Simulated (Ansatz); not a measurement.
## AlCo (Pm-3m): modes against biaxial strain in the (111) plane

Wanted: the shifts of the zone-centre modes of AlCo (Pm-3m) with strain.

Method: DFT LDA, scalar-relativistic, plane waves, PAW; PAW set soft_1, in Ansatz 0.2.0.

Most raw output is cut from this account.

## (1) Set-up

Symmetry: Pm-3m, No. 221, cubic system. Conventional cell: a = 2.819 Å, b = 2.819 Å, c = 2.819 Å, α = 90.00°, β = 90.00°, γ = 90.00°. Nearest to Al lie 8 Co at 2.44 Å. Nearest to Co lie 8 Al at 2.44 Å. Farther neighbours are not listed.

## (2) Bringing the structure to rest

Harmonic phonons are second derivatives at a point where the forces vanish, and they are wanted at zero stress, so atoms and cell are relaxed first.

The input, input.yaml:

```yaml
crystal:
  lattice:
    - [2.81940321, 0.0, 0.0]
    - [0.0, 2.81940321, 0.0]
    - [0.0, 0.0, 2.81940321]
  atoms:
    - { symbol: Al, position: [0.0, 0.0, 0.0] }
    - { symbol: Co, position: [0.5, 0.5, 0.5] }
kpoints:
  mp_grid: { grid: [14, 14, 14] }
hamiltonian:
  xc: lda
  pseudopotentials: { kind: paw, azcp: { folder: soft_1 }, xc_functional: pbe }
scf:
  occupations: { method: gaussian, width: 0.1 }
output:
  forces: true
  stress: true
  eigenvalues: true
  write_density: true
  write_potential: true
  elf: true
  volumetric_format: npy
relax:
  adjacent_minimum: "off"
  f_tol: 0.005
  max_steps: 80
  cell: { stress_tol: 0.05 }
```

Command:

```console
$ ansatz run input.yaml --threads 4 --pin off --max-ram 10240MiB --backend cpu --events-out ev --progress --plain --runs-dir out
```

Run time: 10 s. Hardware: 4 threads of AMD EPYC (Zen 3), shared host; peak memory 0.37 GiB.

This run has no spin polarisation, although Co can carry a moment.

Relaxation path:

| step | energy less that of the first step (eV) | largest force component (eV/Å) | pressure (GPa) | volume (Å³) |
| --- | --- | --- | --- | --- |
| 1 | 0.0000 | 0.0000 | -5.42 | 22.41 |
| 2 | -0.0087 | 0.0000 | -2.47 | 22.07 |
| 3 | -0.0109 | 0.0000 | 0.12 | 21.79 |
| 4 | -0.0108 | 0.0000 | 0.00 | 21.80 |
| 5* | -0.0106 | 0.0000 | -0.02 | 21.80 |

Relaxation steps marked * repeat the geometry before them on a plane-wave basis chosen anew for their cell, so energy and pressure can jump there.

The run keeps the 48 symmetry operations that it works with, so distortions that break them were not tested.

| conventional cell, symmetrised | before | after | change |
| --- | --- | --- | --- |
| a (Å) | 2.819 | 2.794 | -0.9 % |
| b (Å) | 2.819 | 2.794 | -0.9 % |
| c (Å) | 2.819 | 2.794 | -0.9 % |
| volume (Å³/atom) | 11.21 | 10.90 | -2.7 % |

The relaxed structure:

```
Al Co
1.0
     2.79356    0.00000    0.00000
     0.00000    2.79356    0.00000
     0.00000    0.00000    2.79356
Al Co
1 1
Cartesian
  0.0000 0.0000 0.0000
  1.3968 1.3968 1.3968
```

This step gave:

```
pressure          : -0.01506 GPa
volume per atom   : 10.90 Å³
gap on the k-mesh : 0 eV
```

ELF in the ac plane at fractional y = 0.500, with atoms of Co within 0.2 Å of it. It is the smooth field of the valence electrons, not physical close to the nuclei.

Ten even steps from '0' (0.16) to '9' (0.81):
```
54443222223444
44421000001244
44210000000124
43100111110013
42001345431002
32001478741002
32001589851002
32001478741002
42001345431002
43100111110013
44210000000124
44421000001244
54443222223444
55444433344445
```
Columns run along a (2.8 Å), rows up along c (2.8 Å). Atoms in or near the plane, at fractional coordinates: Co at (0.50, 0.50).

Valence density in the ac plane at fractional y = 0.500, with atoms of Co within 0.2 Å of it. It is the smooth field of the valence electrons, not physical close to the nuclei.

Values in e/Å³, 14 rows by 14 columns:
```
 0  0  0  0  0  0  0  0  0  0  0  0  0  0
 0  0  0  0  0  0  0  0  0  0  0  0  0  0
 0  0  0  0  0  1  1  1  1  1  0  0  0  0
 0  0  0  0  1  2  3  4  3  2  1  0  0  0
 0  0  0  1  2  5 10 14 10  5  2  1  0  0
 0  0  0  1  3 10 27 37 27 10  3  1  0  0
 0  0  0  1  4 14 37 53 37 14  4  1  0  0
 0  0  0  1  3 10 27 37 27 10  3  1  0  0
 0  0  0  1  2  5 10 14 10  5  2  1  0  0
 0  0  0  0  1  2  3  4  3  2  1  0  0  0
 0  0  0  0  0  1  1  1  1  1  0  0  0  0
 0  0  0  0  0  0  0  0  0  0  0  0  0  0
 0  0  0  0  0  0  0  0  0  0  0  0  0  0
 0  0  0  0  0  0  0  0  0  0  0  0  0  0
```
Columns run along a (2.8 Å), rows up along c (2.8 Å). Atoms in or near the plane, at fractional coordinates: Co at (0.50, 0.50).

Electrostatic potential energy in the ac plane at fractional y = 0.500, with atoms of Co within 0.2 Å of it. With pseudopotentials it is smooth inside the atoms' cores, unlike the true potential.

Ten even steps from '0' (-32 eV) to '9' (16 eV):
```
99999999999999
99999988899999
99998654568999
99986310136899
99963000003699
99851001001589
99840011100489
99851001001589
99963000003699
99986310136899
99998654568999
99999988899999
99999999999999
99999999999999
```
Columns run along a (2.8 Å; values clipped at the 3rd and 97th percentile), rows up along c (2.8 Å). Atoms in or near the plane, at fractional coordinates: Co at (0.50, 0.50).

In this step the volume went from 11.21 to 10.90 Å³/atom.

## (3) Tight relaxation

Phonons need small forces and stress, so the relaxation is finished with tight tolerances on 16×16×16 k points.

The input, input.yaml:

```yaml
crystal:
  lattice:
    - [2.7935581775, 0.0, 0.0]
    - [0.0, 2.7935581775, 0.0]
    - [0.0, 0.0, 2.7935581775]
  atoms:
    - { symbol: Al, position: [0.0, 0.0, 0.0] }
    - { symbol: Co, position: [0.5, 0.5, 0.5] }
kpoints:
  mp_grid: { grid: [16, 16, 16] }
hamiltonian:
  xc: lda
  pseudopotentials: { kind: paw, azcp: { folder: soft_1 }, xc_functional: pbe }
scf:
  occupations: { method: methfessel_paxton, width: 0.2 }
output:
  forces: true
  stress: true
  eigenvalues: true
relax:
  adjacent_minimum: "off"
  f_tol: 0.001
  max_steps: 60
  cell: { stress_tol: 0.01 }
```

The job ended after 14 s (4 threads; peak memory 0.38 GiB; 26 s of CPU time).

Little changed from the start: no atom moved by 0.005 Å and no cell edge by 0.1 %.

This step gave:

| Item | Value |
| --- | --- |
| pressure | 3.14e-4 GPa |

The forces vanish by symmetry and the pressure is 0.000 GPa, within the tolerances set. The cell now holds 10.90 Å³/atom.

## (4) Zone-centre response at rest

The force constants come from the linear response of the density to a displacement.

The modes at rest are the reference of the series.

input.yaml, the sections that differ from step 3:

```yaml
crystal:
  lattice:
    - [2.7933341935, 0.0, 0.0]
    - [0.0, 2.7933341935, 0.0]
    - [0.0, 0.0, 2.7933341935]
  atoms:
    - { symbol: Al, position: [0.0, 0.0, 0.0] }
    - { symbol: Co, position: [0.5, 0.5, 0.5] }
output:
  eigenvalues: true
phonons:
  method: dfpt
# kpoints, hamiltonian, scf: as in step 3
# relax: removed
```

It took 34 s on 4 threads; peak memory 0.67 GiB.

This step gave:

- sum-rule residual before enforcement: 6.70e-6 eV/Å²
- point group: m-3m
- highest optical mode at the zone centre (no LO-TO term): 345.9 cm⁻¹
- lowest optical zone-centre mode: 345.9 cm⁻¹

Patterns of degenerate modes are one choice out of their space. Modes at Γ, with each element's share of the kinetic energy:

| mode | frequency (cm⁻¹) | symmetry | Al % | Co % |
| --- | --- | --- | --- | --- |
| 1 | 0.0 | acoustic | 31 | 69 |
| 2 | 0.0 | acoustic | 31 | 69 |
| 3 | 0.0 | acoustic | 31 | 69 |
| 4 | 345.9 | T1u | 69 | 31 |
| 5 | 345.9 | T1u | 69 | 31 |
| 6 | 345.9 | T1u | 69 | 31 |

Displacements in mode 5 (345.9 cm⁻¹), the largest set to 1:
```
Al1  0.00  0.00  1.00
Co2  0.00  0.00 -0.46
```

Before it was imposed, the acoustic sum rule was missed by 6.7e-6 eV/Å². Small misses are needed for a sound result but don't prove that mesh and cutoff are converged. The lowest optical mode is real, 346 cm⁻¹.

## (5) A member of the series: biaxial strain of +4 % in the (111) plane

The cell takes a biaxial strain of +4 % in the (111) plane. The strained lengths are held, while the rest of the cell and the atoms relax.

input.yaml, the sections that differ from step 4:

```yaml
crystal:
  lattice:
    - [2.8560657731, -0.0490017881, -0.0490017881]
    - [-0.0490017881, 2.8560657731, -0.0490017881]
    - [-0.0490017881, -0.0490017881, 2.8560657731]
  atoms:
    - { symbol: Al, position: [0.0, 0.0, 0.0] }
    - { symbol: Co, position: [0.5, 0.5, 0.5] }
  conventional_axes: [[1, -1, 0], [0, 1, -1], [1, 1, 1]]
output:
  forces: true
  stress: true
  eigenvalues: true
relax:
  adjacent_minimum: "off"
  f_tol: 0.001
  max_steps: 60
  cell: { stress_tol: 0.01, fix: [a, b, gamma] }
# kpoints, hamiltonian, scf: as in step 4
# phonons: removed
```

Run time: 46 s. Hardware: 4 threads; peak memory 0.47 GiB; 95 s of CPU time.

Relaxation path:

| step | energy less that of the first step (eV) | largest force component (eV/Å) | pressure (GPa) | volume (Å³) |
| --- | --- | --- | --- | --- |
| 1 | 0.0000 | 0.0000 | -11.30 | 23.28 |
| 2 | -0.0003 | 0.0000 | -10.99 | 23.24 |
| 3 | -0.0004 | 0.0000 | -10.67 | 23.20 |
| 4 | -0.0004 | 0.0000 | -10.68 | 23.20 |
| 5* | -0.0004 | 0.0000 | -10.68 | 23.20 |

Relaxation steps marked * repeat the geometry before them on a plane-wave basis chosen anew for their cell, so energy and pressure can jump there.

Forces are held to the 12 operations that the run works with; a distortion that breaks them can't arise in this run.

| conventional cell, symmetrised | before | after | change |
| --- | --- | --- | --- |
| a (Å) | 4.108 | 4.108 | -0.0 % |
| b (Å) | 4.108 | 4.108 | -0.0 % |
| c (Å) | 4.777 | 4.761 | -0.3 % |
| volume (Å³/atom) | 11.64 | 11.60 | -0.3 % |

The relaxed structure:

```xyz
2
Lattice="2.8529 -0.0522 -0.0522 -0.0522 2.8529 -0.0522 -0.0522 -0.0522 2.8529" Properties=species:S:1:pos:R:3 pbc="T T T"
Al    0.0000    0.0000    0.0000
Co    1.3743    1.3743    1.3743
```

Numbers from this step:

```yaml
pressure: -10.68 GPa
volume_per_atom: 11.60 Å³
```

The forces vanish by symmetry.

## (6) Modes of this member: biaxial strain of +4 % in the (111) plane

The zone-centre modes follow for biaxial strain of +4 % in the (111) plane.

input.yaml, the sections that differ from step 5:

```yaml
crystal:
  lattice:
    - [2.8529146814, -0.0521528798, -0.0521528798]
    - [-0.0521528798, 2.8529146814, -0.0521528798]
    - [-0.0521528798, -0.0521528798, 2.8529146814]
  atoms:
    - { symbol: Al, position: [0.0, 0.0, 0.0] }
    - { symbol: Co, position: [0.5, 0.5, 0.5] }
output:
  eigenvalues: true
phonons:
  method: dfpt
# kpoints, hamiltonian, scf: as in step 5
# relax: removed
```

Wall time 1.7 min (4 threads); peak memory 1.3 GiB.

This step gave:

```
sum-rule residual before enforcement                    : 6.73e-5 eV/Å²
point group                                             : -3m
highest optical mode at the zone centre (no LO-TO term) : 364.3 cm⁻¹
lowest optical zone-centre mode                         : 278.8 cm⁻¹
```

Patterns of degenerate modes are one choice out of their space. Modes at Γ, with each element's share of the kinetic energy:

| mode | frequency (cm⁻¹) | symmetry | Al % | Co % |
| --- | --- | --- | --- | --- |
| 1 | 0.0 | acoustic | 31 | 69 |
| 2 | 0.0 | acoustic | 31 | 69 |
| 3 | 0.0 | acoustic | 31 | 69 |
| 4 | 278.8 | Eu | 69 | 31 |
| 5 | 278.8 | Eu | 69 | 31 |
| 6 | 364.3 | A2u | 69 | 31 |

Displacements in mode 5 (278.8 cm⁻¹), the largest set to 1:
```
Al1  0.00 -1.00  1.00
Co2  0.00  0.46 -0.46
```

Displacements in mode 6 (364.3 cm⁻¹), the largest set to 1:
```
Al1  1.00  1.00  1.00
Co2 -0.46 -0.46 -0.46
```

The lowest optical mode is real, 279 cm⁻¹, and the highest lies at 364.3 cm⁻¹.

Between step 4 and this run (strain 4 %) the value for the highest optical mode at the zone centre (no LO-TO term) moves from 346 cm⁻¹ to 364 cm⁻¹ (+5 %).

## (7) A member of the series: biaxial strain of -4 % in the (111) plane

The cell takes a biaxial strain of -4 % in the (111) plane. The strained lengths are held, while the rest of the cell and the atoms relax.

input.yaml, the sections that differ from step 6:

```yaml
crystal:
  lattice:
    - [2.7350129464, 0.0534121206, 0.0534121206]
    - [0.0534121206, 2.7350129464, 0.0534121206]
    - [0.0534121206, 0.0534121206, 2.7350129464]
  atoms:
    - { symbol: Al, position: [0.0, 0.0, 0.0] }
    - { symbol: Co, position: [0.5, 0.5, 0.5] }
  conventional_axes: [[1, -1, 0], [0, 1, -1], [1, 1, 1]]
output:
  forces: true
  stress: true
  eigenvalues: true
relax:
  adjacent_minimum: "off"
  f_tol: 0.001
  max_steps: 60
  cell: { stress_tol: 0.01, fix: [a, b, gamma] }
# kpoints, hamiltonian, scf: as in step 6
# phonons: removed
```

It took 41 s on 4 threads; peak memory 0.46 GiB; 92 s of CPU time.

The steps of the relaxation:

| step | energy less that of the first step (eV) | largest force component (eV/Å) | pressure (GPa) | volume (Å³) |
| --- | --- | --- | --- | --- |
| 1 | 0.0000 | 0.0000 | 16.13 | 20.44 |
| 2 | -0.0009 | 0.0000 | 15.36 | 20.50 |
| 3 | -0.0012 | 0.0000 | 14.43 | 20.58 |
| 4 | -0.0012 | 0.0000 | 14.40 | 20.58 |
| 5* | -0.0013 | 0.0000 | 14.40 | 20.58 |

Relaxation steps marked * repeat the geometry before them on a plane-wave basis chosen anew for their cell, so energy and pressure can jump there.

The run keeps the 12 symmetry operations that it works with, so distortions that break them were not tested.

| conventional cell, symmetrised | before | after | change |
| --- | --- | --- | --- |
| a (Å) | 3.792 | 3.792 | +0.0 % |
| b (Å) | 3.792 | 3.792 | +0.0 % |
| c (Å) | 4.922 | 4.958 | +0.7 % |
| volume (Å³/atom) | 10.22 | 10.29 | +0.7 % |

Final coordinates:

```xyz
2
Lattice="2.7418 0.0602 0.0602 0.0602 2.7418 0.0602 0.0602 0.0602 2.7418" Properties=species:S:1:pos:R:3 pbc="T T T"
Al    0.0000    0.0000    0.0000
Co    1.4311    1.4311    1.4311
```

Numbers from this step:

- pressure: 14.40 GPa
- volume per atom: 10.29 Å³

The forces vanish by symmetry.

The cell grew by 0.7 % in volume.

## (8) Modes of this member: biaxial strain of -4 % in the (111) plane

The zone-centre modes follow for biaxial strain of -4 % in the (111) plane.

input.yaml, the sections that differ from step 7:

```yaml
crystal:
  lattice:
    - [2.7418196303, 0.0602188045, 0.0602188045]
    - [0.0602188045, 2.7418196303, 0.0602188045]
    - [0.0602188045, 0.0602188045, 2.7418196303]
  atoms:
    - { symbol: Al, position: [0.0, 0.0, 0.0] }
    - { symbol: Co, position: [0.5, 0.5, 0.5] }
output:
  eigenvalues: true
phonons:
  method: dfpt
# kpoints, hamiltonian, scf: as in step 7
# relax: removed
```

Run time: 93 s. Hardware: 4 threads; peak memory 1.2 GiB; 3.5 min of CPU time.

This step gave:

```yaml
sum_rule_residual_before_enforcement: 1.28e-5 eV/Å²
highest_optical_mode_at_the_zone_centre_no_lo_to_term: 413.7 cm⁻¹
lowest_optical_zone_centre_mode: 320.5 cm⁻¹
```

Patterns of degenerate modes are one choice out of their space. The modes at Γ (shares of kinetic energy by element, %):

| mode | frequency (cm⁻¹) | symmetry | Al % | Co % |
| --- | --- | --- | --- | --- |
| 1 | 0.0 | acoustic | 31 | 69 |
| 2 | 0.0 | acoustic | 31 | 69 |
| 3 | 0.0 | acoustic | 31 | 69 |
| 4 | 320.5 | A2u | 69 | 31 |
| 5 | 413.7 | Eu | 69 | 31 |
| 6 | 413.7 | Eu | 69 | 31 |

The lowest optical mode is real, 321 cm⁻¹, and the highest lies at 413.7 cm⁻¹.

Between step 4 and this run (strain -4 %) the value for the highest optical mode at the zone centre (no LO-TO term) moves from 346 cm⁻¹ to 414 cm⁻¹ (+20 %).

## (9) The series together

The members are set side by side, also those not shown above.

Stress is positive in compression; energies are extrapolated to zero smearing, and E0 is that at rest; the edges not held and the atoms are relaxed in each cell; all runs use 16×16×16 k points and Methfessel-Paxton smearing of 0.2 eV. State of the crystal along the series:

| strain (%) | in-plane stress (GPa) | free strain along [111] (%) | E - E0 (meV/atom) |
| --- | --- | --- | --- |
| -4 | 21.6 | 2.467 | 55.59 |
| -3 | 15.71 | 1.736 | 30.63 |
| -2 | 10.12 | 1.093 | 13.31 |
| -1 | 4.874 | 0.5181 | 3.243 |
| 0 | 3.14e-4 | 0 | 0 |
| 1 | -4.512 | -0.4674 | 3.127 |
| 2 | -8.681 | -0.8871 | 12.21 |
| 3 | -12.52 | -1.263 | 26.88 |
| 4 | -16.02 | -1.601 | 46.73 |

Optical modes are counted from below at rest and tracked from member to member by their patterns, and modes that stay within 0.3 cm⁻¹ of each other stand once; labels, where given, are those at rest; the edges not held and the atoms are relaxed in each cell; all runs use 16×16×16 k points and Methfessel-Paxton smearing of 0.2 eV. Optical modes along the series:

| strain (%) | optical mode 1 T1u, doublet (cm⁻¹) | optical mode 2 T1u, singlet (cm⁻¹) |
| --- | --- | --- |
| -4 | 413.7 | 320.5 |
| -3 | 396.8 | 327.6 |
| -2 | 379.8 | 334.1 |
| -1 | 362.8 | 340.1 |
| 0 | 345.9 | 345.9 |
| 1 | 329 | 351.2 |
| 2 | 312.2 | 356 |
| 3 | 295.5 | 360.4 |
| 4 | 278.8 | 364.3 |

Value and slope at zero strain of a cubic (a lower polynomial where under five rows exist) through the rows within 2 % of rest. Slopes at rest:

| mode | frequency (cm⁻¹) | shift per percent of strain (cm⁻¹) | shift per GPa of compressive stress (cm⁻¹) |
| --- | --- | --- | --- |
| optical mode 1 T1u, doublet | 345.9 | -16.93 | 3.61 |
| optical mode 2 T1u, singlet | 345.9 | 5.53 | -1.18 |

## (10) Results

```yaml
members: 9
highest_optical_mode_at_the_zone_centre_no_lo_to_term_at_rest: 345.9 cm⁻¹
biaxial_modulus_in_the_111_plane: 469 GPa
optical_mode_1_t1u_doublet_shift_per_percent: -16.93 cm⁻¹
optical_mode_2_t1u_singlet_shift_per_percent: 5.53 cm⁻¹
```

**Reading.** The stress changes by 4.69 GPa for each percent, a biaxial modulus of 469 GPa in the (111) plane. For each percent the free edge responds with -0.49 %. The strain lowers the symmetry: the level at 345.9 cm⁻¹ splits, into 413.7 and 320.5 cm⁻¹ at -4 %. The fastest shift in the table of slopes is -16.9 cm⁻¹ for each percent (optical mode 1 T1u, doublet), or 3.6 cm⁻¹ for each GPa of compressive stress. For small strain, the measured shift of a line that Raman or infrared light can see, divided by its slope, estimates the stress, if the state of stress is of this kind. These are harmonic frequencies at zero temperature: anharmonic shifts, linewidths and thermal expansion are left out. With no gap, or one that is small against the smearing, the frequencies hang on the k mesh and the smearing, most of all near Kohn anomalies. The runs are without spin polarisation, although Co often carries a moment. The PAW files were made for PBE; the program adapts parts of them to the functional of the run, but their partial waves stay those of PBE, an approximation that was not tested in this session. Only the zone centre was solved, so an instability at another wavevector cannot show here.

[Logs are printed without paths, hosts, clocks, repeated set-up lines and the standing remarks that a program may print on its own settings, such as how far it seeks lower states.]

[Hosts, paths, dates, database ids (printed as entryN), source tags and the programs' standing remarks are cut or masked in the printed files.]
